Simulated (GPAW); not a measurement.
# GaP (F-43m) in GPAW: further runs

One crystal, GaP, is run at these levels: PBE+D3(BJ), revPBE, PBEsol; tasks: gruneisen, elastic constants.

Everything below comes from runs of GPAW 26.7.0. Logs are shortened: lines on timing, memory, paths and dates and some standing lists are left out, and cuts for length are marked. The log counts tension as positive stress, the text compression.

**Measured values to compare with.**

From “Stacking defects in GaP nanowires: Electronic structure and optical properties”, 2018, arxiv:1810.01194, for a bulk crystal of GaP at 10 K: band gap 2.34 eV (indirect).

The runs below are set against these values where they give the same quantity.

## (1) The crystal as given

It takes space group F-43m (No. 216, cubic). The conventional cell has a = 5.451 Å, b = 5.451 Å, c = 5.451 Å, α = 90.00°, β = 90.00°, γ = 90.00°. Around Ga (site symmetry -43m) lie 4 P at 2.36 Å. P (site symmetry -43m) is surrounded by 4 Ga at 2.36 Å.

## (2) Gruneisen, PBE+D3(BJ)

Input file run.py:

```python
import json
import numpy as np
from ase import Atoms
from ase.calculators.mixing import SumCalculator
from ase.constraints import FixSymmetry
from ase.filters import FrechetCellFilter
from ase.io import read, write
from ase.optimize import BFGS
from dftd3.ase import DFTD3
from phonopy import Phonopy
from phonopy.structure.atoms import PhonopyAtoms
from gpaw import GPAW, PW

atoms = read('GaP.xyz')

calc = GPAW(mode=PW(600),
            xc='PBE',
            kpts={'size': (8, 8, 8), 'gamma': True},
            occupations={'name': 'fermi-dirac', 'width': 0.05},
            nbands=11,
            convergence={'density': 1e-06, 'eigenstates': 1e-09},
            maxiter=150,
            txt='gpaw.txt')
atoms.calc = SumCalculator([calc, DFTD3(method='pbe', damping='d3bj')])
atoms.set_constraint(FixSymmetry(atoms))
BFGS(FrechetCellFilter(atoms), trajectory='relax.traj', logfile='-').run(fmax=0.005, steps=40)
atoms.set_constraint()
energy = atoms.get_potential_energy()
forces = atoms.get_forces()
stress = atoms.get_stress()
calc.write('gs.gpw')
write('result.traj', atoms)
print('Cell:', atoms.cell.cellpar().round(4))
print(atoms.get_scaled_positions().round(5))

def force_constants(scale):
    unit = PhonopyAtoms(symbols=atoms.get_chemical_symbols(), cell=atoms.cell[:] * scale**(1 / 3),
                        scaled_positions=atoms.get_scaled_positions())
    ph = Phonopy(unit, supercell_matrix=np.diag([1, 1, 1]), primitive_matrix=np.eye(3), symprec=1e-4)
    ph.generate_displacements(distance=0.03)
    forces = []
    for i, sc in enumerate(ph.supercells_with_displacements):
        a = Atoms(sc.symbols, cell=sc.cell, scaled_positions=sc.scaled_positions, pbc=True)
        c = GPAW(mode=PW(510),
                 xc='PBE',
                 kpts={'size': (8, 8, 8), 'gamma': True},
                 occupations={'name': 'fermi-dirac', 'width': 0.05},
                 nbands=11,
                 convergence={'density': 1e-06, 'eigenstates': 1e-09},
                 maxiter=150,
                 txt=f'disp-{scale:.3f}-{i:02d}.txt')
        a.calc = SumCalculator([c, DFTD3(method='pbe', damping='d3bj')])
        f = a.get_forces()
        forces.append(f - f.mean(axis=0))
        print(f'displacement {i}: drift', f.mean(axis=0).round(5), flush=True)
    ph.forces = forces
    ph.produce_force_constants()
    ph.symmetrize_force_constants()
    return ph

qpoints = [[0.0, 0.0, 0.0]]
results = {}
for scale in [0.99, 1.0, 1.01]:
    ph = force_constants(scale)
    ph.run_qpoints(qpoints)
    nu = ph.qpoints.frequencies * 33.35641  # THz to cm^-1
    results[f'{scale:.3f}'] = nu.tolist()
    for qp, f in zip(qpoints, nu):
        print(scale, np.round(qp, 4), f.round(2))

lo, mid, hi = (np.array(results[x]) for x in ('0.990', '1.000', '1.010'))
gamma = np.where(abs(mid) > 5, -(hi - lo) / (np.log(1.01 / 0.99) * np.where(abs(mid) > 5, mid, 1)), 0)
results['gamma'] = gamma.tolist()
print('Mode Grueneisen parameters:')
print(gamma.round(3))
json.dump(results, open('phonons.json', 'w'))
```

Input file GaP.xyz:

```xyz
2
Lattice="0.0000000000 2.7252500000 2.7252500000 2.7252500000 0.0000000000 2.7252500000 2.7252500000 2.7252500000 0.0000000000" Properties=species:S:1:pos:R:3 pbc="T T T"
Ga     0.0000000000      0.0000000000      0.0000000000
P      4.0878750000      4.0878750000      4.0878750000
```

Potentials or basis: GPAW PAW data sets (gpaw-data 1.2.1), pw.

On the command line:

```sh
> OMP_NUM_THREADS=1 python run.py
```

gpaw.txt:

```text
__  _  _
 | _ |_)|_||  |
 |__||  | ||/\| - 26.7.0

Input parameters:
  mode=PW(ecut=600.0),
  convergence={'density': 1e-06, 'eigenstates': 1e-09},
  kpts=MonkhorstPack(size=(8, 8, 8), gamma=True),
  maxiter=150,
  nbands=11,
  occupations=Occupations(name='fermi-dirac', width=0.05),
  xc=XC(name='PBE')

Diagonalizing LCAO Hamiltonian
Converting LCAO to pw mode

                    P

       Ga

Atoms  # Å, Bohr magnetons
|   | symbol |        x |        y |        z |    initial magnetic moments |
|---|--------|----------|----------|----------|-----------------------------|
| 0 |     Ga | 0.000000 | 0.000000 | 0.000000 | ( 0.0000,  0.0000,  0.0000) |
| 1 |      P | 4.087875 | 4.087875 | 4.087875 | ( 0.0000,  0.0000,  0.0000) |

Unit cell  # Å
| periodic |        x |        y |        z |  lengths |    angles |
|----------|----------|----------|----------|----------|-----------|
|      yes | 0.000000 | 2.725250 | 2.725250 | 3.854086 | 60.000000 |
|      yes | 2.725250 | 0.000000 | 2.725250 | 3.854086 | 60.000000 |
|      yes | 2.725250 | 2.725250 | 0.000000 | 3.854086 | 60.000000 |

Number of symmetries: 24
Symmetry operations  # r_c * U_cc + t_c -> r_c
|    | kind |            matrix            |
|----|------|------------------------------|
|  0 |  E   |  1, 0, 0,  0, 1, 0,  0, 0, 1 |
|  1 |  σ   |  1, 0, 0,  0, 0, 1,  0, 1, 0 |
|  2 |  σ   |  1, 0,-1,  0, 1,-1,  0, 0,-1 |
|  3 |  C3  |  1, 0,-1,  0, 0,-1,  0, 1,-1 |
|  4 |  C3  |  1,-1, 0,  0,-1, 1,  0,-1, 0 |
|  5 |  σ   |  1,-1, 0,  0,-1, 0,  0,-1, 1 |
|  6 |  σ   |  0, 1, 0,  1, 0, 0,  0, 0, 1 |
|  7 |  C3  |  0, 1, 0,  0, 0, 1,  1, 0, 0 |
|  8 |  C2  |  0, 1,-1,  1, 0,-1,  0, 0,-1 |
|  9 |  S4  |  0, 1,-1,  0, 0,-1,  1, 0,-1 |
| 10 |  C3  |  0, 0, 1,  1, 0, 0,  0, 1, 0 |
| 11 |  σ   |  0, 0, 1,  0, 1, 0,  1, 0, 0 |
| 12 |  S4  |  0, 0,-1,  1, 0,-1,  0, 1,-1 |
| 13 |  C3  |  0, 0,-1,  0, 1,-1,  1, 0,-1 |
| 14 |  S4  |  0,-1, 1,  1,-1, 0,  0,-1, 0 |
| 15 |  C2  |  0,-1, 1,  0,-1, 0,  1,-1, 0 |
| 16 |  C3  |  0,-1, 0,  1,-1, 0,  0,-1, 1 |
| 17 |  S4  |  0,-1, 0,  0,-1, 1,  1,-1, 0 |
| 18 |  S4  | -1, 1, 0, -1, 0, 1, -1, 0, 0 |
| 19 |  C3  | -1, 1, 0, -1, 0, 0, -1, 0, 1 |
| 20 |  C3  | -1, 0, 1, -1, 1, 0, -1, 0, 0 |
| 21 |  S4  | -1, 0, 1, -1, 0, 0, -1, 1, 0 |
[... 181 lines left out ...]
Gap: 1.668 eV
Transition (v -> c):
  (s=0, k=0, n=3, [0.00, 0.00, 0.00]) -> (s=0, k=24, n=4, [0.50, 0.50, 0.00])
Direct/indirect transitions are different
Direct gap: 1.895 eV
Transition at: (s=0, k=0, n=3, [0.00, 0.00, 0.00])

Stress tensor  # eV/Ang^3
|         x |         y |         z |
|-----------|-----------|-----------|
| -0.028378 | -0.000000 | -0.000000 |
| -0.000000 | -0.028378 |  0.000000 |
| -0.000000 |  0.000000 | -0.028378 |

Forces  # eV/Ang
|        x |        y |        z |
|----------|----------|----------|
| -0.00000 |  0.00000 | -0.00000 |  # Ga   0
| -0.00000 | -0.00000 | -0.00000 |  # P    1

Interpolating wave functions to new cell

                    P

       Ga

Atoms  # Å, Bohr magnetons
|   | symbol |        x |        y |        z |    initial magnetic moments |
|---|--------|----------|----------|----------|-----------------------------|
| 0 |     Ga | 0.000000 | 0.000000 | 0.000000 | ( 0.0000,  0.0000,  0.0000) |
| 1 |      P | 4.094638 | 4.094638 | 4.094638 | ( 0.0000,  0.0000,  0.0000) |

Unit cell  # Å
| periodic |         x |         y |        z |  lengths |    angles |
|----------|-----------|-----------|----------|----------|-----------|
|      yes | -0.000000 |  2.729758 | 2.729758 | 3.860461 | 60.000000 |
|      yes |  2.729758 | -0.000000 | 2.729758 | 3.860461 | 60.000000 |
|      yes |  2.729758 |  2.729758 | 0.000000 | 3.860461 | 60.000000 |

Number of symmetries: 24
Symmetry operations  # r_c * U_cc + t_c -> r_c
|    | kind |            matrix            |
|----|------|------------------------------|
|  0 |  E   |  1, 0, 0,  0, 1, 0,  0, 0, 1 |
|  1 |  σ   |  1, 0, 0,  0, 0, 1,  0, 1, 0 |
|  2 |  σ   |  1, 0,-1,  0, 1,-1,  0, 0,-1 |
|  3 |  C3  |  1, 0,-1,  0, 0,-1,  0, 1,-1 |
[... 11 lines left out ...]
| 15 |  C2  |  0,-1, 1,  0,-1, 0,  1,-1, 0 |
| 16 |  C3  |  0,-1, 0,  1,-1, 0,  0,-1, 1 |
| 17 |  S4  |  0,-1, 0,  0,-1, 1,  1,-1, 0 |
| 18 |  S4  | -1, 1, 0, -1, 0, 1, -1, 0, 0 |
| 19 |  C3  | -1, 1, 0, -1, 0, 0, -1, 0, 1 |
| 20 |  C3  | -1, 0, 1, -1, 1, 0, -1, 0, 0 |
| 21 |  S4  | -1, 0, 1, -1, 0, 0, -1, 1, 0 |
[... 179 lines left out ...]
Gap: 1.677 eV
Transition (v -> c):
  (s=0, k=0, n=3, [0.00, 0.00, 0.00]) -> (s=0, k=12, n=4, [0.38, 0.38, 0.00])
Direct/indirect transitions are different
Direct gap: 1.853 eV
Transition at: (s=0, k=0, n=3, [0.00, 0.00, 0.00])

Stress tensor  # eV/Ang^3
|         x |         y |         z |
|-----------|-----------|-----------|
| -0.025330 |  0.000000 | -0.000000 |
|  0.000000 | -0.025330 | -0.000000 |
| -0.000000 | -0.000000 | -0.025330 |

Forces  # eV/Ang
|        x |        y |        z |
|----------|----------|----------|
|  0.00000 |  0.00000 |  0.00000 |  # Ga   0
| -0.00000 | -0.00000 | -0.00000 |  # P    1

Interpolating wave functions to new cell

                    P

       Ga

Atoms  # Å, Bohr magnetons
|   | symbol |         x |         y |        z |    initial magnetic moments |
|---|--------|-----------|-----------|----------|-----------------------------|
| 0 |     Ga | -0.000000 | -0.000000 | 0.000000 | ( 0.0000,  0.0000,  0.0000) |
| 1 |      P |  4.115062 |  4.115062 | 4.115062 | ( 0.0000,  0.0000,  0.0000) |

Unit cell  # Å
| periodic |         x |         y |         z |  lengths |    angles |
|----------|-----------|-----------|-----------|----------|-----------|
|      yes | -0.000000 |  2.743375 |  2.743375 | 3.879718 | 60.000000 |
|      yes |  2.743375 | -0.000000 |  2.743375 | 3.879718 | 60.000000 |
|      yes |  2.743375 |  2.743375 | -0.000000 | 3.879718 | 60.000000 |

Number of symmetries: 24
Symmetry operations  # r_c * U_cc + t_c -> r_c
|    | kind |            matrix            |
|----|------|------------------------------|
|  0 |  E   |  1, 0, 0,  0, 1, 0,  0, 0, 1 |
|  1 |  σ   |  1, 0, 0,  0, 0, 1,  0, 1, 0 |
|  2 |  σ   |  1, 0,-1,  0, 1,-1,  0, 0,-1 |
|  3 |  C3  |  1, 0,-1,  0, 0,-1,  0, 1,-1 |
|  4 |  C3  |  1,-1, 0,  0,-1, 1,  0,-1, 0 |
|  5 |  σ   |  1,-1, 0,  0,-1, 0,  0,-1, 1 |
|  6 |  σ   |  0, 1, 0,  1, 0, 0,  0, 0, 1 |
|  7 |  C3  |  0, 1, 0,  0, 0, 1,  1, 0, 0 |
|  8 |  C2  |  0, 1,-1,  1, 0,-1,  0, 0,-1 |
|  9 |  S4  |  0, 1,-1,  0, 0,-1,  1, 0,-1 |
| 10 |  C3  |  0, 0, 1,  1, 0, 0,  0, 1, 0 |
| 11 |  σ   |  0, 0, 1,  0, 1, 0,  1, 0, 0 |
| 12 |  S4  |  0, 0,-1,  1, 0,-1,  0, 1,-1 |
| 13 |  C3  |  0, 0,-1,  0, 1,-1,  1, 0,-1 |
| 14 |  S4  |  0,-1, 1,  1,-1, 0,  0,-1, 0 |
| 15 |  C2  |  0,-1, 1,  0,-1, 0,  1,-1, 0 |
| 16 |  C3  |  0,-1, 0,  1,-1, 0,  0,-1, 1 |
| 17 |  S4  |  0,-1, 0,  0,-1, 1,  1,-1, 0 |
| 18 |  S4  | -1, 1, 0, -1, 0, 1, -1, 0, 0 |
| 19 |  C3  | -1, 1, 0, -1, 0, 0, -1, 0, 1 |
| 20 |  C3  | -1, 0, 1, -1, 1, 0, -1, 0, 0 |
| 21 |  S4  | -1, 0, 1, -1, 0, 0, -1, 1, 0 |
[... 127 lines left out ...]
convergence criteria:
- Maximum integral of absolute [dens]ity change: 1e-06 electrons / valence electron
- Maximum integral of absolute [eigenst]ate change: 1e-09 eV^2 / valence electron
- Maximum [total energy] change in last 3 cyles: 0.0005 eV / valence electron
maximum number of iterations: 150

SCF iterations
|iter     | |      energy | eigst |  dens |
|---------|-|-------------|-------|-------|
|iter:   1| |   -9.059200 | -2.33 |       |
|iter:   2| |   -9.058749 | -4.94 | -1.92 |
|iter:   3| |   -9.055970c| -3.89 | -1.96 |
|iter:   4| |   -9.055836c| -5.13 | -2.70 |
|iter:   5| |   -9.055828c| -6.21 | -3.16 |
|iter:   6| |   -9.055827c| -6.90 | -3.63 |
|iter:   7| |   -9.055827c| -8.78 | -4.68 |
|iter:   8| |   -9.055827c|-10.21c| -5.12 |
|iter:   9| |   -9.055827c|-10.76c| -6.13c|

Converged in 9 steps
Energy contributions relative to reference atoms: (reference = -62187.585188)

Energy contributions:
  Kinetic:          22.026801
  Coulomb:         -19.450617
  Zero:              0.014223
  External:          0.000000
  Xc:              -11.646234
  Entropy:          -0.000000
  Spinorbit:         0.000000
  ----------------------------
  Free energy:      -9.055827
  Extrapolated:     -9.055827

dipole moment: (-10.945213, -10.945213, -10.945213)  # |e|*Ang
[... 17 lines left out ...]
Gap: 1.662 eV
Transition (v -> c):
  (s=0, k=0, n=3, [0.00, 0.00, 0.00]) -> (s=0, k=28, n=4, [0.50, 0.50, 0.50])
Direct/indirect transitions are different
Direct gap: 1.728 eV
Transition at: (s=0, k=0, n=3, [0.00, 0.00, 0.00])

Stress tensor  # eV/Ang^3
|         x |         y |         z |
|-----------|-----------|-----------|
| -0.016545 | -0.000000 | -0.000000 |
| -0.000000 | -0.016545 | -0.000000 |
| -0.000000 | -0.000000 | -0.016545 |

Forces  # eV/Ang
|       x |        y |        z |
|---------|----------|----------|
| 0.00000 | -0.00000 |  0.00000 |  # Ga   0
| 0.00000 |  0.00000 | -0.00000 |  # P    1

# Writing to gs.gpw (mode='')
```

It took 3.4 min on 1 thread of Arm Neoverse V2, shared host; peak memory 0.34 GiB.

Results:

```yaml
Free_energy: -9.6748 eV
Relaxed_volume: 20.65 Å³/atom
Relaxed_cell: a = 3.880 Å, b = 3.880 Å, c = 3.880 Å, α = 60.00°, β = 60.00°, γ = 60.00°
Space_group_after_relaxing_to_0.05_Å: F-43m (No. 216)
Pressure_after_relaxing: 0.0 GPa
Band_gap_on_the_k_mesh: 1.66 eV, indirect (least direct gap 1.73 eV)
Highest_phonon_frequency_at_Γ_LO-TO_splitting_left_out: 367 cm⁻¹
Dispersion_energy_per_atom: -0.309 eV
```

Final structure:
```
Ga P
1.0
     0.00000    2.74337    2.74337
     2.74337    0.00000    2.74337
     2.74337    2.74337    0.00000
Ga P
1 1
Direct
  0.00000 0.00000 0.00000
  0.75000 0.75000 0.75000
```

Levels at points of the mesh, in eV from the valence-band top:
| k point | band 1 | band 2 | band 3 | band 4 | band 5 | band 6 | band 7 |
| --- | --- | --- | --- | --- | --- | --- | --- |
| (0.00, 0.00, 0.00) | -12.32 | 0.00 | 0.00 | 0.00 | 1.73 | 3.93 | 3.93 |
| (0.50, 0.50, 0.00) | -9.59 | -6.63 | -2.60 | -2.60 | 1.71 | 1.87 | 10.49 |
| (0.50, 0.50, 0.50) | -10.45 | -6.49 | -1.08 | -1.08 | 1.66 | 4.76 | 4.76 |

Phonon frequencies in cm⁻¹ (negative: imaginary):
| q point | frequencies |
| --- | --- |
| (0.000, 0.000, 0.000) | 0 0 0 367 367 367 |

Mode Grüneisen parameters of phonons at Γ, in order of frequency: 1.27, 1.27, 1.27

Caveat: the cutoff is short for stress and forces, so pressures can be off by a GPa or more; the data sets keep Ga 3d, Li 1s and Be 1s frozen, and some such compounds lay over 1.5 % in volume off other programs; the density grid can change from cell to cell, which puts small steps into energies and stress; the LO-TO splitting is left out.

(Part 1 of 2 ends here.)
